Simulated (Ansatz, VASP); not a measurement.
## One calculation of Hf, two programs

```xyz
2
Lattice="3.1752 0.0000 0.0000 -1.5876 2.7498 0.0000 0.0000 0.0000 5.0239" Properties=species:S:1:pos:R:3 pbc="T T T"
Hf    1.5876    0.9166    3.7679
Hf    0.0000    1.8332    1.2560
```

Change from the starting cell: volume scaled by 0.98.

Alike in both runs: task single point; functional PBE; k mesh 10 × 10 × 5; occupations fermi-dirac, width 0.05 eV; no spin polarisation.

|  | VASP | Ansatz |
| --- | --- | --- |
| version | VASP 6.6.1 | Ansatz 0.2.0 |
| potentials or method | VASP PAW PBE potentials, release 64 (Hf_pv), cutoff 520 eV | all-electron LAPW, scalar-relativistic |

|  | VASP | Ansatz | Ansatz less VASP |
| --- | --- | --- | --- |
| gap on the k mesh at the Fermi level (eV) | none | none | - |
| pressure (GPa) | 2.4 | 2.9 | +0.46 |
| largest component of the traceless stress (GPa) | 0.22 | 0.15 | -0.067 |

A gap of «none» marks a metal or a gap that the smearing closes. Ansatz ran all-electron here, so the differences hold the error of VASP's frozen core and of both bases.

Spin-orbit coupling is left out, which matters for the levels of Hf.
